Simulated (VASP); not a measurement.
# LaH3 (Fm-3m) in VASP: a series of runs

Runs on LaH3. Level: LDA. Tasks: single point.

All numbers are computed with VASP 6.6.1; they aren't measurements. Logs are shortened: lines on timing, memory, paths and dates and some standing lists are left out, and cuts for length are marked.

**1. The structure**

It takes space group Fm-3m (No. 225, cubic). Conventional cell: a = 5.573 Å, b = 5.573 Å, c = 5.573 Å, α = 90.00°, β = 90.00°, γ = 90.00°. La (site symmetry m-3m) has 8 H at 2.41 Å as nearest neighbours. H (site symmetry -43m) is surrounded by 4 La at 2.41 Å and 4 H at 2.41 Å. Around H (site symmetry m-3m) lie 8 H at 2.41 Å.

The cell comes from a database or a generator and needn't be the stable form of this composition.

**2. Single point, LDA**

File INCAR:

```
PREC = Accurate
ENCUT = 300
EDIFF = 1E-6
ISMEAR = 0
SIGMA = 0.05
LREAL = F
LASPH = T
NELM = 100
ALGO = Normal
ISIF = 2
LWAVE = F
LCHARG = F
GGA = CA
NBANDS = 15
ADDGRID = F
```

File KPOINTS:

```
regular mesh
0
Gamma
  4 4 4
```

File POSCAR:

```
LaH3
1.0
    0.0000000000      2.7864794500      2.7864794500
    2.7864794500      0.0000000000      2.7864794500
    2.7864794500      2.7864794500      0.0000000000
La H
1 3
Direct
    0.0010720000     -0.0024160000     -0.0049440000
    0.2532360000      0.2274950000      0.2357170000
    0.7573300000      0.7385030000      0.7643790000
    0.4948670000      0.5128930000      0.4979460000
```

Potentials or basis: VASP PAW LDA potentials, release 64 (La, H).

Launch:

```console
cat potpaw_LDA.64/La/POTCAR potpaw_LDA.64/H/POTCAR > POTCAR
mpirun -np 1 vasp_std > vasp.out
```

OUTCAR:

```text
PREC = Accurate
   ENCUT = 300
   EDIFF = 1E-6
   ISMEAR = 0
   LREAL = F
   LASPH = T
   NELM = 100
   ISIF = 2
   GGA = CA

 Found     36 irreducible k-points:

 Following reciprocal coordinates:
            Coordinates               Weight
  0.000000  0.000000  0.000000      1.000000
  0.250000  0.000000  0.000000      2.000000
  0.000000  0.250000  0.000000      2.000000
  0.000000  0.000000  0.250000      2.000000
  0.250000  0.250000  0.250000      2.000000
  0.500000  0.000000  0.000000      1.000000
   k-points           NKPTS =     36   k-points in BZ     NKDIM =     36   number of bands    NBANDS=     15
   number of dos      NEDOS =    301   number of ions     NIONS =      4
   total plane-waves  NPLWV =  13824
   dimension x,y,z NGX =    24 NGY =   24 NGZ =   24
   dimension x,y,z NGXF=    48 NGYF=   48 NGZF=   48
   ions per type =               1   3
   NGX,Y,Z   is equivalent  to a cutoff of  10.12, 10.12, 10.12 a.u.
   NGXF,Y,Z  is equivalent  to a cutoff of  20.25, 20.25, 20.25 a.u.
 SYSTEM =  unknown system
   PREC   = accura    normal or accurate (medium, high low for compatibility)
   ISTART =      0    job   : 0-new  1-cont  2-samecut
   ICHARG =      2    charge: 1-file 2-atom 10-const
   ISPIN  =      1    spin polarized calculation?
   LNONCOLLINEAR =      F non collinear calculations
   LSORBIT =      F    spin-orbit coupling
   LASPH  =      T    aspherical Exc in radial PAW
   ENCUT  =  300.0 eV  22.05 Ry    4.70 a.u.   5.57  5.57  5.57*2*pi/ulx,y,z
   NELM   =    100;   NELMIN=  2; NELMDL= -5     # of ELM steps
   EDIFF  = 0.1E-05   stopping-criterion for ELM
   LREAL  =      F    real-space projection
   EDIFFG = 0.1E-04   stopping-criterion for IOM
   NSW    =      0    number of steps for IOM
   IBRION =     -1    ionic relax: 0-MD 1-quasi-New 2-CG
   NFREE  =      0    steps in history (QN), initial steepest desc. (CG)
   ISIF   =      2    stress and relaxation
   ISYM   =      2    0-nonsym 1-usesym 2-fastsym
   POTIM  = 0.5000    time-step for ionic-motion
   TEBEG  =    0.0;   TEEND  =   0.0 temperature during run
   PSTRESS=    0.0 pullay stress
   NELECT =      14.0000    total number of electrons
   NUPDOWN=      -1.0000    fix difference up-down
   EMIN   =  10.00;   EMAX   =-10.00  energy-range for DOS
   EFERMI =   0.00;   METHOD = LEGACY
   ISMEAR =     0;   SIGMA  =   0.05  broadening in eV -4-tet -1-fermi 0-gaus
   EFERMI_NEDOS =   21; number of points for ismear=-14 and -15
   IALGO  =     38    algorithm
   IMIX   =      4    mixing-type and parameters
     AMIX     =   0.40;   BMIX     =  1.00
     AMIX_MAG =   1.60;   BMIX_MAG =  1.00
  volume/ion in A,a.u.               =      10.82        73.00
  Fermi-wavevector in a.u.,A,eV,Ry     =   1.123876  2.123817 17.185477  1.263097
  Thomas-Fermi vector in A             =   2.260545
   LORBIT       =      0    0 simple, 1 ext, 2 COOP (PROOUT), +10 PAW based schemes
   GGA     = CA    functional components
   LHFCALC =     F    Hartree Fock is set to
   AEXX    =    0.0000 exact exchange contribution
   IVDW    =     0    specifies the selected vdW correction
   LEPSILON=     F    determine dielectric tensor
   LRPA    =     F    only Hartree local field effects (RPA)
 non-spin polarized calculation
 Gauss-broadening in eV      SIGMA  =   0.05
  energy-cutoff  :      300.00
  volume of cell :       43.27
 maximum number of plane-waves:       531
 NGX is ok and might be reduce to    24
   NGX = 11   NGY = 11   NGZ = 11

 number of electron      14.0000000 magnetization

 Free energy of the ion-electron system (eV)
  ---------------------------------------------------
  ext. energy  EPLUGINS =         0.00000000
  ---------------------------------------------------
  free energy    TOTEN  =       -18.46887642 eV

  energy without entropy =      -18.46727320  energy(sigma->0) =      -18.46807481

 E-fermi :   7.6100     XC(G=0): -10.2943

 val. band max:        6.4075507438   @ k =   0.2500   0.2500   0.2500
 cond. band min:       7.6336792841   @ k =   0.0000   0.5000   0.0000
 fundamental gap:      1.2261285402
 Fermi energy:         7.6099545803

 k-point     1 :       0.0000    0.0000    0.0000
  band No.  band energies     occupation
      1     -25.6303      2.00000
      2      -8.9175      2.00000
      3      -8.9160      2.00000
      4      -8.9120      2.00000
      5      -0.4521      2.00000
      6       4.6791      2.00000
      7       7.6374      0.43783
      8       7.8365      0.00000
      9       7.8475      0.00000
     10       8.3592      0.00000
     11       8.7219      0.00000
     12       8.7250      0.00000
     13       8.7304      0.00000
     14       9.3107      0.00000
     15       9.3137      0.00000

 k-point     2 :       0.2500    0.0000    0.0000
  band No.  band energies     occupation
      1     -25.5656      2.00000
      2      -9.5596      2.00000
      3      -8.9823      2.00000
      4      -8.9795      2.00000
      5       0.8085      2.00000
      6       3.5249      2.00000
      7       6.2739      2.00000
      8       7.9577      0.00000
      9       7.9766      0.00000
     10       8.6975      0.00000
     11       8.7053      0.00000
     12       9.0428      0.00000
     13       9.2635      0.00000
     14       9.2691      0.00000
     15       9.3173      0.00000
[... 41 lines left out ...]
      3      -8.9833      2.00000
      4      -8.9822      2.00000
      5       0.8979      2.00000
      6       3.4243      2.00000
      7       6.4076      2.00000
      8       7.9920      0.00000
      9       8.0003      0.00000
     10       8.6921      0.00000
     11       8.6954      0.00000
     12       9.0031      0.00000
     13       9.2771      0.00000
     14       9.2792      0.00000
     15       9.3079      0.00000

 k-point     6 :       0.5000    0.0000    0.0000
  band No.  band energies     occupation
      1     -25.4995      2.00000
      2     -10.1086      2.00000
      3      -9.0456      2.00000
      4      -9.0441      2.00000
      5       1.5652      2.00000
      6       3.6169      2.00000
      7       5.5013      2.00000
      8       7.6417      0.36861
      9       7.6855      0.03266
     10       8.7993      0.00000
     11       8.8025      0.00000
     12       9.2004      0.00000
     13       9.2046      0.00000
     14       9.2103      0.00000
     15       9.3248      0.00000

 [... further k-points ...]

------------------------ aborting loop because EDIFF is reached ----------------------------------------

  FORCE on cell =-STRESS in cart. coord.  units (eV):
  Direction    XX          YY          ZZ          XY          YZ          ZX
  --------------------------------------------------------------------------------------
  -------------------------------------------------------------------------------------
  Total       -1.5540669     -1.5634928     -1.5856127      0.1190830      0.1675647      0.1602649
  in kB      -57.5417113    -57.8907196    -58.7097431      4.4092291      6.2043403      5.9340541
  external PRESSURE =     -58.0473913 kB  Pullay stress =       0.0000000 kB

 VOLUME and BASIS-vectors are now :
 -----------------------------------------------------------------------------
  energy-cutoff  :      300.00
  volume of cell :       43.27
      direct lattice vectors                 reciprocal lattice vectors
     0.000000000  2.786479450  2.786479450    -0.179437892  0.179437892  0.179437892
     2.786479450  0.000000000  2.786479450     0.179437892 -0.179437892  0.179437892
     2.786479450  2.786479450  0.000000000     0.179437892  0.179437892 -0.179437892

 POSITION                                       TOTAL-FORCE (eV/Angst)
 -----------------------------------------------------------------------------------
      5.55245      2.77569      2.78273        -0.150529      0.068776     -0.125811
      1.29073      1.36246      1.33955         0.280289      0.091082      0.170369
      4.18775      4.24021      4.16811        -0.061675     -0.208546      0.011301
      2.81668      2.76645      2.80810        -0.068086      0.048688     -0.055859
 -----------------------------------------------------------------------------------
    total drift:                               -0.000072      0.000071      0.000089

  FREE ENERGIE OF THE ION-ELECTRON SYSTEM (eV)
  ---------------------------------------------------
  free  energy   TOTEN  =       -18.4688764194 eV

  energy  without entropy=      -18.4672732017  energy(sigma->0) =      -18.46807481
```

OSZICAR:

```text
N       E                     dE             d eps       ncg     rms          rms(c)
DAV:   1     0.729868881728E+02    0.72987E+02   -0.35773E+03  1112   0.796E+02
DAV:   2    -0.120807714766E+02   -0.85068E+02   -0.76672E+02  1166   0.166E+02
DAV:   3    -0.186593788644E+02   -0.65786E+01   -0.65007E+01  1427   0.635E+01
DAV:   4    -0.191704799672E+02   -0.51110E+00   -0.51039E+00  1957   0.138E+01
DAV:   5    -0.191787159321E+02   -0.82360E-02   -0.82358E-02  1384   0.166E+00    0.535E+00
DAV:   6    -0.186077316304E+02    0.57098E+00   -0.94627E-01  1811   0.524E+00    0.260E+00
DAV:   7    -0.184736823357E+02    0.13405E+00   -0.39940E-01  1589   0.266E+00    0.675E-01
DAV:   8    -0.184690226275E+02    0.46597E-02   -0.28250E-02  1700   0.163E+00    0.227E-01
DAV:   9    -0.184690764053E+02   -0.53778E-04   -0.48582E-03  1852   0.545E-01    0.947E-02
DAV:  10    -0.184688757995E+02    0.20061E-03   -0.11188E-03  1734   0.252E-01    0.683E-03
DAV:  11    -0.184688772093E+02   -0.14098E-05   -0.17724E-05  1490   0.272E-02    0.434E-03
DAV:  12    -0.184688764194E+02    0.78988E-06   -0.55927E-06  1809   0.223E-02
   1 F= -.18468876E+02 E0= -.18468075E+02  d E =-.160322E-02
```

Wall time 9.6 s (1 thread of Intel Xeon Platinum 8488C (Sapphire Rapids), shared host); peak memory 0.13 GiB.

The run converged, but some of its settings lie outside the range that counts as converged, so its numbers aren't taken as properties of the crystal.

Results:

```
Free energy            : -18.4689 eV
Pressure               : -5.8 GPa
Largest force          : 0.340 eV/Å
Band gap on the k mesh : none (metal or under the smearing width)
```

Caveat: the k mesh is coarse (spacing up to 0.49 Å⁻¹), so the values aren't converged; the cutoff is under 1.25 times the usual one of these potentials, so pressure, stress and relaxed cells hold a basis-set (Pulay) error.

**3. Single point, LDA**

Edit INCAR of step 2 so:

```diff
@@ -1,3 +1,3 @@
 PREC = Accurate
-ENCUT = 300
+ENCUT = 550
 EDIFF = 1E-6
```

File KPOINTS:

```
regular mesh
0
Gamma
  3 3 3
```

File POSCAR:

```
LaH3
1.0
    0.0000000000      2.7864794500      2.7864794500
    2.7864794500      0.0000000000      2.7864794500
    2.7864794500      2.7864794500      0.0000000000
La H
1 3
Direct
    0.0000000000      0.0000000000      0.0000000000
    0.2500000000      0.2500000000      0.2500000000
    0.7500000000      0.7500000000      0.7500000000
    0.5000000000      0.5000000000      0.5000000000
```

Potentials or basis: VASP PAW LDA potentials, release 64 (La, H).

Launch:

```console
cat potpaw_LDA.64/La/POTCAR potpaw_LDA.64/H/POTCAR > POTCAR
mpirun -np 1 vasp_std > vasp.out
```

Run time: 7.7 s. Hardware: 1 thread of Intel Xeon Platinum 8488C (Sapphire Rapids), shared host; peak memory 0.15 GiB.

These settings aren't checked as converged: the numbers below hold their error.

What came out:

```yaml
Free_energy: -18.3623 eV
Pressure: -3.4 GPa
Band_gap_on_the_k_mesh: none (metal or under the smearing width)
```

Caveat: the k mesh is coarse (spacing up to 0.65 Å⁻¹), so the values aren't converged.

**4. Single point, LDA**

INCAR is that of step 3.

KPOINTS is that of step 3.

File POSCAR:

```
LaH3
1.0
    0.0000000000      2.7864794500      2.7864794500
    2.7864794500      0.0000000000      2.7864794500
    2.7864794500      2.7864794500      0.0000000000
La H
1 3
Direct
    0.0010720000     -0.0024160000     -0.0049440000
    0.2532360000      0.2274950000      0.2357170000
    0.7573300000      0.7385030000      0.7643790000
    0.4948670000      0.5128930000      0.4979460000
```

Launch:

```console
cat potpaw_LDA.64/La/POTCAR potpaw_LDA.64/H/POTCAR > POTCAR
mpirun -np 1 vasp_std > vasp.out
```

It took 13 s on 1 thread of Intel Xeon Platinum 8488C (Sapphire Rapids), shared host; peak memory 0.16 GiB.

These settings aren't checked as converged: the numbers below hold their error.

Results:

* Free energy: -18.3431 eV
* Pressure: -3.1 GPa
* Largest force: 0.243 eV/Å
* Band gap on the k mesh: 0.18 eV, indirect (least direct gap 0.19 eV)

Caveat: the k mesh is coarse (spacing up to 0.65 Å⁻¹), so the values aren't converged; spin-orbit coupling is left out, which moves the levels of the heavy elements; an odd mesh through Γ misses points on the zone boundary, where band edges often lie.
